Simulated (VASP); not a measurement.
# BaTiO3 (Pm-3m) in VASP: notebook, part 2 of 2

VASP 6.6.1.

## (4) Relaxation of cell and atoms, PBE

INCAR

```
SYSTEM = BaTiO3
PREC = Accurate
ENCUT = 600
EDIFF = 1E-6
ISMEAR = 0
SIGMA = 0.03
LREAL = .False.
LASPH = .True.
NELM = 80
ALGO = Normal
ISIF = 3
LWAVE = .False.
LCHARG = .False.
GGA = PE
IBRION = 2
NSW = 90
EDIFFG = -0.01
KPAR = 8
```

KPOINTS

```
regular mesh
0
Gamma
  8 8 8
  0 0 0
```

POSCAR

```
BaTiO3
1.0
    4.0060000000      0.0000000000      0.0000000000
    0.0000000000      4.0060000000      0.0000000000
    0.0000000000      0.0000000000      4.0060000000
Ba Ti O
1 1 3
Direct
    0.5000000000      0.5000000000      0.5000000000
    0.0000000000      0.0000000000      0.0000000000
    0.5000000000      0.0000000000      0.0000000000
    0.0000000000      0.5000000000      0.0000000000
    0.0000000000      0.0000000000      0.5000000000
```

Potentials or basis: VASP PAW PBE potentials, release 64 (Ba_sv, Ti_sv, O).

Run with:

```
$ cat potpaw_PBE.64/Ba_sv/POTCAR potpaw_PBE.64/Ti_sv/POTCAR potpaw_PBE.64/O/POTCAR > POTCAR
$ mpirun -np 8 vasp_std > vasp.out
```

OUTCAR:

```text
SYSTEM = BaTiO3
   PREC = Accurate
   ENCUT = 600
   EDIFF = 1E-6
   ISMEAR = 0
   LREAL = .False.
   LASPH = .True.
   NELM = 80
   ISIF = 3
   GGA = PE
   IBRION = 2
   NSW = 90
   EDIFFG = -0.01

 ion  position               nearest neighbor table
   1  0.500  0.500  0.500-   3 2.83   4 2.83   5 2.83   3 2.83   4 2.83   3 2.83   5 2.83   3 2.83
                             4 2.83   5 2.83   4 2.83   5 2.83   2 3.47   2 3.47   2 3.47   2 3.47
   2  0.000  0.000  0.000-   3 2.00   4 2.00   5 2.00   5 2.00   4 2.00   3 2.00   1 3.47   1 3.47
                             1 3.47   1 3.47   1 3.47   1 3.47   1 3.47   1 3.47
   3  0.500  0.000  0.000-   2 2.00   2 2.00   1 2.83   1 2.83   1 2.83   1 2.83
   4  0.000  0.500  0.000-   2 2.00   2 2.00   1 2.83   1 2.83   1 2.83   1 2.83
   5  0.000  0.000  0.500-   2 2.00   2 2.00   1 2.83   1 2.83   1 2.83   1 2.83

  LATTYP: Found a simple cubic cell.
 ALAT       =     4.0060000000

  Lattice vectors:

 A1 = (   4.0060000000,   0.0000000000,   0.0000000000)
 A2 = (   0.0000000000,   4.0060000000,   0.0000000000)
 A3 = (   0.0000000000,   0.0000000000,   4.0060000000)

Analysis of symmetry for initial positions (statically):
=====================================================================
 Subroutine PRICEL returns:
 Original cell was already a primitive cell.

 Routine SETGRP: Setting up the symmetry group for a
 simple cubic supercell.

 Subroutine GETGRP returns: Found 48 space group operations
 (whereof 48 operations were pure point group operations)
 out of a pool of 48 trial point group operations.

The static configuration has the point symmetry O_h .

Analysis of symmetry for dynamics (positions and initial velocities):
=====================================================================
 Subroutine PRICEL returns:
 Original cell was already a primitive cell.

 Routine SETGRP: Setting up the symmetry group for a
 simple cubic supercell.

 Subroutine GETGRP returns: Found 48 space group operations
 (whereof 48 operations were pure point group operations)
 out of a pool of 48 trial point group operations.

The dynamic configuration has the point symmetry O_h .

 Subroutine INISYM returns: Found 48 space group operations
 (whereof 48 operations are pure point group operations),
 and found     1 'primitive' translations

----------------------------------------------------------------------------------------

                                     Primitive cell

  volume of cell :      64.2884

  direct lattice vectors                    reciprocal lattice vectors
     4.006000000  0.000000000  0.000000000     0.249625562  0.000000000  0.000000000
     0.000000000  4.006000000  0.000000000     0.000000000  0.249625562  0.000000000
     0.000000000  0.000000000  4.006000000     0.000000000  0.000000000  0.249625562

  length of vectors
     4.006000000  4.006000000  4.006000000     0.249625562  0.249625562  0.249625562

  position of ions in fractional coordinates (direct lattice)
     0.500000000  0.500000000  0.500000000
     0.000000000  0.000000000  0.000000000
     0.500000000  0.000000000  0.000000000
     0.000000000  0.500000000  0.000000000
     0.000000000  0.000000000  0.500000000

  ion indices of the primitive-cell ions
[... 61 lines left out ...]
   number of dos      NEDOS =    301   number of ions     NIONS =      5
   total plane-waves  NPLWV =  32768
   dimension x,y,z NGX =    32 NGY =   32 NGZ =   32
   dimension x,y,z NGXF=    64 NGYF=   64 NGZF=   64
   ions per type =               1   1   3
   NGX,Y,Z   is equivalent  to a cutoff of  13.28, 13.28, 13.28 a.u.
   NGXF,Y,Z  is equivalent  to a cutoff of  26.56, 26.56, 26.56 a.u.
 SYSTEM =  BaTiO3
   PREC   = accura    normal or accurate (medium, high low for compatibility)
   ISTART =      0    job   : 0-new  1-cont  2-samecut
   ICHARG =      2    charge: 1-file 2-atom 10-const
   ISPIN  =      1    spin polarized calculation?
   LNONCOLLINEAR =      F non collinear calculations
   LSORBIT =      F    spin-orbit coupling
   LASPH  =      T    aspherical Exc in radial PAW
   ENCUT  =  600.0 eV  44.10 Ry    6.64 a.u.   8.00  8.00  8.00*2*pi/ulx,y,z
   NELM   =     80;   NELMIN=  2; NELMDL= -5     # of ELM steps
   EDIFF  = 0.1E-05   stopping-criterion for ELM
   LREAL  =      F    real-space projection
   EDIFFG = -.1E-01   stopping-criterion for IOM
   NSW    =     90    number of steps for IOM
   IBRION =      2    ionic relax: 0-MD 1-quasi-New 2-CG
   NFREE  =      1    steps in history (QN), initial steepest desc. (CG)
   ISIF   =      3    stress and relaxation
   ISYM   =      2    0-nonsym 1-usesym 2-fastsym
   POTIM  = 0.5000    time-step for ionic-motion
   TEBEG  =    0.0;   TEEND  =   0.0 temperature during run
   PSTRESS=    0.0 pullay stress
   NELECT =      40.0000    total number of electrons
   NUPDOWN=      -1.0000    fix difference up-down
   EMIN   =  10.00;   EMAX   =-10.00  energy-range for DOS
   EFERMI =   0.00;   METHOD = LEGACY
   ISMEAR =     0;   SIGMA  =   0.03  broadening in eV -4-tet -1-fermi 0-gaus
   EFERMI_NEDOS =   21; number of points for ismear=-14 and -15
   IALGO  =     38    algorithm
   IMIX   =      4    mixing-type and parameters
     AMIX     =   0.40;   BMIX     =  1.00
     AMIX_MAG =   1.60;   BMIX_MAG =  1.00
  volume/ion in A,a.u.               =      12.86        86.77
  Fermi-wavevector in a.u.,A,eV,Ry     =   1.397603  2.641087 26.576187  1.953295
  Thomas-Fermi vector in A             =   2.520843
   LORBIT       =      0    0 simple, 1 ext, 2 COOP (PROOUT), +10 PAW based schemes
   GGA     = PE    functional components
   LHFCALC =     F    Hartree Fock is set to
   AEXX    =    0.0000 exact exchange contribution
   IVDW    =     0    specifies the selected vdW correction
   LEPSILON=     F    determine dielectric tensor
   LRPA    =     F    only Hartree local field effects (RPA)
 conjugate gradient relaxation of ions
 non-spin polarized calculation
 Gauss-broadening in eV      SIGMA  =   0.03
  energy-cutoff  :      600.00
  volume of cell :       64.29
 maximum number of plane-waves:      2176
   NGX = 17   NGY = 17   NGZ = 17

--------------------------------------- Ionic step        1  -------------------------------------------

 number of electron      39.9999998 magnetization

 Free energy of the ion-electron system (eV)
  ---------------------------------------------------
  ext. energy  EPLUGINS =         0.00000000
  ---------------------------------------------------
  free energy    TOTEN  =       -39.97747177 eV

  energy without entropy =      -39.97747177  energy(sigma->0) =      -39.97747177

------------------------ aborting loop because EDIFF is reached ----------------------------------------

  FORCE on cell =-STRESS in cart. coord.  units (eV):
  Direction    XX          YY          ZZ          XY          YZ          ZX
  --------------------------------------------------------------------------------------
  -------------------------------------------------------------------------------------
  Total        1.3103529      1.3103529      1.3103529      0.0000000     -0.0000000      0.0000000
  in kB       32.6562293     32.6562293     32.6562293      0.0000000     -0.0000000      0.0000000
  external PRESSURE =      32.6562293 kB  Pullay stress =       0.0000000 kB
[... 65 lines left out ...]
--------------------------------------- Ionic step        3  -------------------------------------------

 number of electron      40.0000012 magnetization

 Free energy of the ion-electron system (eV)
  ---------------------------------------------------
  ext. energy  EPLUGINS =         0.00000000
  ---------------------------------------------------
  free energy    TOTEN  =       -39.98998438 eV

  energy without entropy =      -39.98998438  energy(sigma->0) =      -39.98998438

 E-fermi :   3.9027     XC(G=0): -11.1443

 val. band max:        3.6642532724   @ k =   0.5000   0.5000   0.5000
 cond. band min:       5.3661720051   @ k =   0.0000   0.0000   0.0000
 fundamental gap:      1.7019187327
 Fermi energy:         3.9026896511

 k-point     1 :       0.0000    0.0000    0.0000
  band No.  band energies     occupation
      1     -53.0645      2.00000
      2     -29.2642      2.00000
      3     -29.2642      2.00000
      4     -29.2642      2.00000
      5     -21.2006      2.00000
      6     -13.1779      2.00000
[... 637 lines left out ...]
     23       7.3803      0.00000
     24       8.6804      0.00000

 [... further k-points ...]

------------------------ aborting loop because EDIFF is reached ----------------------------------------

  FORCE on cell =-STRESS in cart. coord.  units (eV):
  Direction    XX          YY          ZZ          XY          YZ          ZX
  --------------------------------------------------------------------------------------
  -------------------------------------------------------------------------------------
  Total       -0.0019639     -0.0019639     -0.0019639     -0.0000000      0.0000000     -0.0000000
  in kB       -0.0480039     -0.0480039     -0.0480039     -0.0000000      0.0000000     -0.0000000
  external PRESSURE =      -0.0480039 kB  Pullay stress =       0.0000000 kB
[... 20 lines left out ...]
  FREE ENERGIE OF THE ION-ELECTRON SYSTEM (eV)
  ---------------------------------------------------
  free  energy   TOTEN  =       -39.9899843823 eV

  energy  without entropy=      -39.9899843823  energy(sigma->0) =      -39.98998438

 reached required accuracy - stopping structural energy minimisation
```

CONTCAR:

```text
BaTiO3
   1.00000000000000
     4.0319540223282271    0.0000000000000000    0.0000000000000000
     0.0000000000000000    4.0319540223282271   -0.0000000000000000
    -0.0000000000000000   -0.0000000000000000    4.0319540223282271
  Ba              Ti              O
     1     1     3
Direct
     0.5000000000000000    0.5000000000000000    0.5000000000000000
     0.0000000000000000    0.0000000000000000    0.0000000000000000
     0.5000000000000000    0.0000000000000000    0.0000000000000000
     0.0000000000000000    0.5000000000000000    0.0000000000000000
     0.0000000000000000    0.0000000000000000    0.5000000000000000

  0.00000000E+00  0.00000000E+00  0.00000000E+00
  0.00000000E+00  0.00000000E+00  0.00000000E+00
  0.00000000E+00  0.00000000E+00  0.00000000E+00
  0.00000000E+00  0.00000000E+00  0.00000000E+00
  0.00000000E+00  0.00000000E+00  0.00000000E+00
```

It took 28 s on 8 MPI ranks of Intel Xeon Platinum 8488C (Sapphire Rapids), shared host; peak memory 0.24 GiB.

Results:

| Quantity | Value |
| --- | --- |
| Free energy | -39.9900 eV |
| Relaxed volume | 13.11 Å³/atom |
| Relaxed cell | a = 4.032 Å, b = 4.032 Å, c = 4.032 Å, α = 90.00°, β = 90.00°, γ = 90.00° |
| Space group after relaxing (to 0.05 Å) | Pm-3m (No. 221) |
| Energy gained by relaxing | 2.5 meV/atom |
| Ionic steps | 3 |
| Pressure after relaxing | 0.0 GPa |
| Band gap on the k mesh | 1.70 eV, indirect (least direct gap 1.87 eV) |

Step by step:
```csv
step,energy change (eV),largest force (eV/Å),pressure (GPa),volume (Å³)
1,0.0000,0.0000,3.27,64.29
2,-0.0016,0.0000,-2.84,66.76
3,-0.0125,0.0000,0.00,65.55
```

Final structure:
```
Ba Ti O
1.0
     4.03195    0.00000    0.00000
     0.00000    4.03195    0.00000
     0.00000    0.00000    4.03195
Ba Ti O
1 1 3
Direct
  0.50000 0.50000 0.50000
  0.00000 0.00000 0.00000
  0.50000 0.00000 0.00000
  0.00000 0.50000 0.00000
  0.00000 0.00000 0.50000
```

Caveat: spin-orbit coupling is left out, which moves the levels of the heavy elements.

## (5) Relaxation of cell and atoms, PBE

This run uses another cell than the first one, of 13.11 Å³/atom, 1.020 times its volume.

Edit INCAR of step 4 so:

```diff
@@ -3,3 +3,3 @@
 ENCUT = 600
-EDIFF = 1E-6
+EDIFF = 1E-7
 ISMEAR = 0
@@ -16,3 +16,3 @@
 NSW = 90
-EDIFFG = -0.01
+EDIFFG = -0.005
 KPAR = 8
```

KPOINTS is that of step 4.

POSCAR

```
BaTiO3                                  
1.0
    4.0319540223      0.0000000000      0.0000000000
    0.0000000000      4.0319540223     -0.0000000000
   -0.0000000000     -0.0000000000      4.0319540223
  Ba              Ti              O             
     1     1     3
Direct
     0.5000000000000000    0.5000000000000000    0.5000000000000000
     0.0000000000000000    0.0000000000000000    0.0000000000000000
     0.5000000000000000    0.0000000000000000    0.0000000000000000
     0.0000000000000000    0.5000000000000000    0.0000000000000000
     0.0000000000000000    0.0000000000000000    0.5000000000000000
```

Run with:

```
$ cat potpaw_PBE.64/Ba_sv/POTCAR potpaw_PBE.64/Ti_sv/POTCAR potpaw_PBE.64/O/POTCAR > POTCAR
$ mpirun -np 8 vasp_std > vasp.out
```

Wall time 12 s (8 MPI ranks of Intel Xeon Platinum 8488C (Sapphire Rapids), shared host); peak memory 0.23 GiB.

Results (log left out):

```yaml
Free_energy: -39.9926 eV
Pressure_after_relaxing: 0.0 GPa
Band_gap_on_the_k_mesh: 1.70 eV, indirect (least direct gap 1.87 eV)
```

Final structure:
```yaml
crystal:
  lattice:
    - [4.03195, 0.00000, 0.00000]
    - [0.00000, 4.03195, 0.00000]
    - [0.00000, 0.00000, 4.03195]
  atoms:
    - { symbol: Ba, position: [0.50000, 0.50000, 0.50000] }
    - { symbol: Ti, position: [0.00000, 0.00000, 0.00000] }
    - { symbol: O, position: [0.50000, 0.00000, 0.00000] }
    - { symbol: O, position: [0.00000, 0.50000, 0.00000] }
    - { symbol: O, position: [0.00000, 0.00000, 0.50000] }
```

Levels at points of the mesh, in eV from the valence-band top:
| k point | band 17 | band 18 | band 19 | band 20 | band 21 | band 22 | band 23 | band 24 |
| --- | --- | --- | --- | --- | --- | --- | --- | --- |
| (0.00, 0.00, 0.00) | -1.06 | -0.17 | -0.17 | -0.17 | 1.70 | 1.70 | 1.70 | 3.75 |
| (0.50, 0.00, 0.00) | -1.80 | -1.80 | -0.71 | -0.71 | 1.85 | 3.38 | 3.38 | 3.76 |
| (0.50, 0.50, 0.00) | -1.73 | -0.88 | -0.88 | -0.09 | 3.38 | 3.38 | 3.79 | 4.58 |
| (0.50, 0.50, 0.50) | -2.41 | 0.00 | 0.00 | 0.00 | 4.02 | 4.02 | 4.02 | 6.63 |

Caveat: the relaxation stopped at its first step, so nothing moved; spin-orbit coupling is left out, which moves the levels of the heavy elements. A k mesh can miss the band edges.
